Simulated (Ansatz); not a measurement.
# FeO (Wuestite) (Fm-3m) in Ansatz: band structure with PBEsol

Aim: the band structure of FeO (Wuestite) with PBEsol.

Program: Ansatz 0.2.0. These are calculated values, not measurements. Logs are shortened: lines on timing, memory, paths and dates and some standing lists are left out, and cuts for length are marked.

## (1) The crystal as given

The structure is cubic, space group Fm-3m (No. 225). Conventional cell: a = 4.311 Å, b = 4.311 Å, c = 4.311 Å, α = 90.00°, β = 90.00°, γ = 90.00°. Fe (site symmetry m-3m) has 6 O at 2.16 Å as nearest neighbours. Around O (site symmetry m-3m) lie 6 Fe at 2.16 Å.

## (2) Band structure, PBEsol, collinear spin, ferromagnetic start

input.yaml reads:

```yaml
crystal:
  lattice:
    - [0.0, 2.1554, 2.1554]
    - [2.1554, 0.0, 2.1554]
    - [2.1554, 2.1554, 0.0]
  atoms:
    - { symbol: Fe, position: [0.0, 0.0, 0.0], spin: 3.0 }
    - { symbol: O, position: [0.5, 0.5, 0.5] }
hamiltonian:
  xc: pbesol
  pseudopotentials: { kind: paw }
magnetization:
  spin_polarized: true
kpoints:
  mp_grid: { grid: [11, 11, 11] }
  band_path:
    path:
      - [[0.0, 0.0, 0.0], [0.5, 0.0, 0.5], [0.5, 0.25, 0.75], [0.375, 0.375, 0.75], [0.0, 0.0, 0.0], [0.5, 0.5, 0.5], [0.625, 0.25, 0.625], [0.5, 0.25, 0.75], [0.5, 0.5, 0.5], [0.375, 0.375, 0.75]]
      - [[0.625, 0.25, 0.625], [0.5, 0.0, 0.5]]
    npoints: 14
scf:
  occupations: { method: fermi_dirac, width: 0.05 }
  n_extra_bands: 6
output:
  forces: true
  stress: true
  eigenvalues: true
  fatbands: true
  write_density: true
  write_potential: true
  elf: true
  volumetric_format: npy
```

Potentials or basis: Ansatz PAW.

On the command line:

```
ansatz run input.yaml --threads 2 --pin off --max-ram 5632MiB --backend cpu --events-out ev --progress --plain --runs-dir out
```

Log:

```text
Warning: RAYON_NUM_THREADS=2 ignored (pool sized by the plan → 2); use --threads N
scf.n_extra_bands = 6 over 11 filled bands (N_el = 22.0): the run solves 17 bands
Engine: ansatz 0.2.0, aarch64-unknown-linux-gnu
Pseudopotentials: kind: paw
Pseudopotential: Fe, paw, valence charge 16, recommended cutoff 420 eV (normal), Fe.paw.azcp
Pseudopotential: O, paw, valence charge 6, recommended cutoff 420 eV (normal), O.paw.azcp
Functional definition: PBEsol
  exchange = pbesol_x
  correlation = pbesol_c
Crystal: 2 atoms, lattice volume = 20.027 Å³
Basis set: ecut = 420 eV, 387 PW (Γ), exchange–correlation on 48×48×48 points (8 copies of the dense FFT grid, shifted against one another)
Bands: 17, of which v1, the nominal top of the filled ones, is band 11 counted from 1 (10 counted from 0)
Symmetry: 48 space group operations
Space group: Fm-3m (ITA 225), of the structure as read, at distance tolerance 2.7e-5 Å
Magnetic group: BNS 225.116 (UNI 1618), of the structure as read, at distance tolerance 2.7e-5 Å
k-points: 56 of 1331
Non-local potential: Fe, projectors of the file, l = 0: 3, l = 1: 2, l = 2: 3, l = 3: 1
Non-local potential: O, projectors of the file, l = 0: 2, l = 1: 2, l = 2: 1
PAW form: soft (Blöchl's): semilocal exchange-correlation on the pseudo side does not see the compensation charge
PAW frozen core: Fe, regenerated for the run's functional, and the local potential with it (the file was generated under x = pbe(κ = 0.804, μ = 0.2195149727645171), c = pbe(β = 0.06672455060314922))
PAW frozen core: O, regenerated for the run's functional, and the local potential with it (the file was generated under x = pbe(κ = 0.804, μ = 0.2195149727645171), c = pbe(β = 0.06672455060314922))
PAW one-centre angular grid: Fe, 590 points (default); XC on 64 Gauss nodes
PAW one-centre angular grid: O, 110 points (default); XC on 64 Gauss nodes
Initial density: superposition of atomic densities (chi_scale 0.1, normalization cell, long waves kept (reshape's long-wave potential 0.00 eV rms))
Starting moments: Σ|m| = 3 μB on 1 of 2 sites
Initial wavefunctions: pseudopotential atomic-orbital guess
Functional: x = pbesol(κ = 0.804, μ = 0.12345679012345678), c = pbesol(β = 0.046)
SCF iter   1: F=—  HF=-5008.567975 eV  |F-HF|=—  |Δ(HF+E_count)|=         —  Δρ=1.36e-1 (↑1.36e-1 ↓6.95e-2)  dr2=3.57e0  dr2_m=1.14e0  M=3.713 μB ∫|m|=3.713 μB  β_m=0.30  ethr=3.10e-3  ⟨swp⟩=4.2  Hψ=7870  notcnv=0
Mixer restart at iter 1: flushing history
preconditioner: auto → none  [metal: Δε(μ)=0.032 eV  Ē_g=13.002 eV  σ=0.050 eV  W_gap=0.16  n_scr=8 (ndim 8)  ℏωp=31.0 eV  f_vac=0.000  D(μ)=2.74/eV (n_scr^D=50)  sad-step TF]
SCF iter   2: F=—  HF=-5008.708665 eV  |F-HF|=—  |Δ(HF+E_count)|=   1.41e-1  Δρ=9.20e-2 (↑9.20e-2 ↓6.36e-2)  dr2=4.65e-1  dr2_m=1.02e0  M=3.990 μB ∫|m|=3.990 μB  β_m=0.51  ethr=3.10e-3  ⟨swp⟩=2.7  Hψ=4349  notcnv=0  defer=41
SCF iter   3: F=—  HF=-5008.848267 eV  |F-HF|=—  |Δ(HF+E_count)|=   1.40e-1  Δρ=3.37e-2 (↑3.37e-2 ↓3.08e-2)  dr2=4.97e-1  dr2_m=7.13e-2  M=3.975 μB ∫|m|=3.977 μB  β_m=0.52  ethr=2.11e-3  ⟨swp⟩=1.9  Hψ=3168  notcnv=0  defer=44
SCF iter   4: F=—  HF=-5008.816115 eV  |F-HF|=—  |Δ(HF+E_count)|=   3.22e-2  Δρ=7.50e-3 (↑7.50e-3 ↓5.60e-3)  dr2=7.77e-3  dr2_m=4.35e-3  M=4.001 μB ∫|m|=4.009 μB  β_m=0.51  ethr=2.11e-3  ⟨swp⟩=2.3  Hψ=3113  notcnv=0  defer=43
SCF iter   5: F=—  HF=-5008.817691 eV  |F-HF|=—  |Δ(HF+E_count)|=         —  Δρ=4.19e-3 (↑4.19e-3 ↓2.26e-3)  dr2=1.91e-3  dr2_m=6.92e-4  M=4.001 μB ∫|m|=4.010 μB  β_m=0.51  ethr=3.53e-5  ⟨swp⟩=2.5  Hψ=4120  notcnv=0  defer=47
Mixer restart at iter 5: flushing history
SCF iter   6: F=—  HF=-5008.819249 eV  |F-HF|=—  |Δ(HF+E_count)|=   1.56e-3  Δρ=1.49e-3 (↑1.49e-3 ↓7.50e-4)  dr2=1.91e-4  dr2_m=1.21e-4  M=4.001 μB ∫|m|=4.010 μB  β_m=0.66  ethr=8.67e-6  ⟨swp⟩=2.7  Hψ=3540  notcnv=0  defer=48
SCF iter   7: F=—  HF=-5008.820812 eV  |F-HF|=—  |Δ(HF+E_count)|=   1.56e-3  Δρ=1.23e-3 (↑1.23e-3 ↓1.19e-3)  dr2=6.70e-4  dr2_m=5.48e-6  M=4.001 μB ∫|m|=4.011 μB  β_m=0.65  ethr=8.69e-7  ⟨swp⟩=2.0  Hψ=3297  notcnv=0  defer=48
SCF iter   8: F=—  HF=-5008.820846 eV  |F-HF|=—  |Δ(HF+E_count)|=   3.32e-5  Δρ=7.77e-4 (↑7.77e-4 ↓4.95e-4)  dr2=1.77e-4  dr2_m=8.74e-6  M=4.001 μB ∫|m|=4.011 μB  β_m=0.57  ethr=8.69e-7  ⟨swp⟩=2.0  Hψ=3583  notcnv=0  defer=48
SCF iter   9: F=—  HF=-5008.820785 eV  |F-HF|=—  |Δ(HF+E_count)|=   6.03e-5  Δρ=1.59e-4 (↑1.59e-4 ↓8.50e-5)  dr2=3.12e-6  dr2_m=2.01e-6  M=4.001 μB ∫|m|=4.011 μB  β_m=0.60  ethr=8.04e-7  ⟨swp⟩=2.4  Hψ=2736  notcnv=0  defer=48
SCF iter  10: F=—  HF=-5008.820787 eV  |F-HF|=—  |Δ(HF+E_count)|=   2.05e-6  Δρ=4.66e-5 (↑4.66e-5 ↓2.84e-5)  dr2=2.14e-7  dr2_m=2.21e-7  M=4.001 μB ∫|m|=4.011 μB  β_m=0.80  ethr=1.42e-8  ⟨swp⟩=2.5  Hψ=3011  notcnv=0  defer=48
SCF iter  11: F=—  HF=-5008.820787 eV  |F-HF|=—  |Δ(HF+E_count)|=   1.96e-7  Δρ=6.36e-6 (↑6.36e-6 ↓1.97e-6)  dr2=3.02e-9  dr2_m=2.46e-9  M=4.001 μB ∫|m|=4.011 μB  β_m=0.85  ethr=9.72e-10  ⟨swp⟩=2.4  Hψ=3050  notcnv=0  defer=48
SCF iter  12: F=-5008.820787 eV  HF=-5008.820787 eV  |F-HF|=2.00e-11  |Δ(HF+E_count)|=  4.91e-11  Δρ=4.11e-7 (↑4.11e-7 ↓3.68e-7)  dr2=3.60e-11  dr2_m=2.09e-11  M=4.001 μB ∫|m|=4.011 μB  ethr=1.37e-11  ⟨swp⟩=5.7  Hψ=9708  notcnv=0
SCF 1 converged in 12 iterations: F = -5008.820787 eV  dr2 = 3.60e-11
NSCF: frozen V_eff on 142 k-points
SCF converged after 12 iterations
Magnetization: 4.0013 μB (13.0006 up, 8.9994 down)
Absolute magnetization: 4.0111 μB (∫|ρ↑−ρ↓|, with the PAW one-centre terms)
Spin contamination: 0.0112 ħ² per cell (⟨S²⟩ above its minimum at these occupations)
Per-site moments (μB) at R_I (Å): [(3.4412753212781166, 0.8891025000000001), (0.32522243852231686, 0.8891025000000001)]
Free energy (F): -5008.820787 eV
Harris-Foulkes:  -5008.820787 eV  (|F-HF|=2.00e-11)
Internal energy: -5008.809306 eV  (E = F + TS)
E sigma→0 (E₀):  -5008.815047 eV
Entropy (-TS):   -0.011482 eV (-5.741 meV/atom)
Fermi energy:    14.488317 eV
--- Per-component energies (eV) ---
  E_band       = -268.487193
  E_kinetic    = 514.263359
  E_local      = -2596.908595  (includes V_loc(G=0)·N_el)
  E_nonlocal   = 280.674372
  E_hartree    = 1056.325486
  E_xc         = -185.937768
  E_vxc        = -239.626574  (∫ρ·V_xc dr)
  E_paw        = -1491.987414  (= ΣΔE_a)
  E_vpaw       = -339.544211  (= ΣTr[D̂ρ^β])
  E_aug_tail   = 0.003376  (compensation charges beyond the density's cutoff)
  E_ewald      = -2585.456612
  E_core_change = 0.214490  (= ΣΔE_core)
  E_smearing   = -0.011482  (= −TS)
  E_closure    = -0.000000  (closes the sum)
  Σ components = -5008.820787   (vs F -5008.820787, Δ=0.00e0)
--- Forces (eV/Å), atoms counted from 1 ---
  atom   1  Fe    -0.00000000     0.00000000    -0.00000000
  atom   2  O      0.00000000    -0.00000000     0.00000000
  max |Σ_I F_I| component: 1.09e-29 eV/Å
--- Stress (GPa, compression-positive) ---
       -8.538871      -0.000000      -0.000000
       -0.000000      -8.538871      -0.000000
        0.000000       0.000000      -8.538871
  P = ⅓ Tr σ = -8.5389 GPa (-85.389 kbar)
--- Band table (eV; the first three rows and the last of 112) ---
  k-point 0 ↑: bands = ["-75.1123", "-41.2738", "-41.2738", "-41.2738", "-6.2829", "10.5664", "10.5664", "10.5664", "10.6034", "10.6034", "10.6034", "10.8222", "10.8222", "14.3887", "29.4617", "31.2601", "31.2601"]
  k-point 1 ↑: bands = ["-75.1119", "-41.2781", "-41.2744", "-41.2744", "-6.1986", "9.6698", "9.8128", "9.8128", "10.6877", "10.6877", "10.9642", "11.5903", "11.5903", "14.9778", "28.1830", "31.0027", "31.0027"]
  k-point 2 ↑: bands = ["-75.1107", "-41.2897", "-41.2759", "-41.2759", "-5.9641", "8.4045", "9.0576", "9.0576", "10.8525", "10.8525", "11.1865", "12.4529", "12.4529", "16.1713", "26.1961", "29.9997", "29.9997"]
  k-point 55 ↓: bands = ["-70.9913", "-37.2907", "-37.2876", "-37.2695", "-4.3922", "8.1618", "8.2285", "9.0153", "14.2692", "14.6202", "15.2578", "15.5604", "16.2956", "23.0482", "23.9801", "23.9959", "27.4018"]
```

It took 3.9 s on 2 threads of Arm Neoverse V2, shared host; peak memory 0.3 GiB.

Results:

```
Free energy            : -5008.8208 eV
Pressure               : -8.5 GPa
Band gap on the k mesh : none (metal or under the smearing width)
Net moment             : 4.00 μB per cell
Absolute moment        : 4.01 μB per cell
Site moments           : Fe +3.44; O +0.33 μB
```

Levels at the corners of the path, in eV from the Fermi level:
Spin up:
```
point  band 9  band 10  band 11  band 12  band 13  band 14  band 15  band 16  band 17
    Γ   -3.88    -3.88    -3.88    -3.67    -3.67    -0.10    14.97    16.77    16.77
    X   -4.83    -3.27    -2.77    -2.77    -2.77     5.06     8.52    10.55    14.48
    W   -3.03    -3.03    -2.89    -2.77    -1.72     7.25     8.77     8.77    11.56
    K   -3.68    -2.91    -2.64    -2.46    -1.70     6.57     8.53     8.53    13.88
    Γ   -3.88    -3.88    -3.88    -3.67    -3.67    -0.10    14.97    16.77    16.77
    L   -3.05    -3.05    -2.50    -0.34    -0.34     3.83     8.29    12.30    12.30
    U   -3.68    -2.91    -2.64    -2.46    -1.70     6.57     8.53     8.53    13.88
    W   -3.03    -3.03    -2.89    -2.77    -1.72     7.25     8.77     8.77    11.56
    L   -3.05    -3.05    -2.50    -0.34    -0.34     3.83     8.29    12.30    12.30
    K   -3.68    -2.91    -2.64    -2.46    -1.70     6.57     8.53     8.53    13.88
    U   -3.68    -2.91    -2.64    -2.46    -1.70     6.57     8.53     8.53    13.88
    X   -4.83    -3.27    -2.77    -2.77    -2.77     5.06     8.52    10.55    14.48
```
Spin down:
```tsv
point	band 6	band 7	band 8	band 9	band 10	band 11	band 12	band 13
Γ	-3.34	-3.34	-3.34	-0.74	-0.74	-0.74	0.13	0.13
X	-7.00	-4.52	-4.52	-2.17	0.69	0.78	0.78	1.11
W	-6.21	-6.21	-5.64	-0.04	-0.04	0.78	1.02	1.77
K	-6.62	-6.23	-4.94	-0.83	0.59	0.69	1.26	1.72
Γ	-3.34	-3.34	-3.34	-0.74	-0.74	-0.74	0.13	0.13
L	-8.14	-5.24	-5.24	0.42	0.42	0.61	2.77	2.77
U	-6.62	-6.23	-4.94	-0.83	0.59	0.69	1.26	1.72
W	-6.21	-6.21	-5.64	-0.04	-0.04	0.78	1.02	1.77
L	-8.14	-5.24	-5.24	0.42	0.42	0.61	2.77	2.77
K	-6.62	-6.23	-4.94	-0.83	0.59	0.69	1.26	1.72
U	-6.62	-6.23	-4.94	-0.83	0.59	0.69	1.26	1.72
X	-7.00	-4.52	-4.52	-2.17	0.69	0.78	0.78	1.11
```

Caveat: the pressure holds a Pulay correction of +0.7 GPa for the finite cutoff; a cell with one magnetic atom can't hold antiferromagnetic order, which such compounds often take; semilocal functionals often make such compounds metallic where correlation or magnetic order opens a gap, which also shifts bond lengths; the PAW data sets come from PBE, with cores solved anew for the run's functional, which leaves a small shift of forces and pressure.

## (3) How close it comes

Step 2. The gap isn't set beside the deposited one, since this odd mesh misses points on the zone boundary.
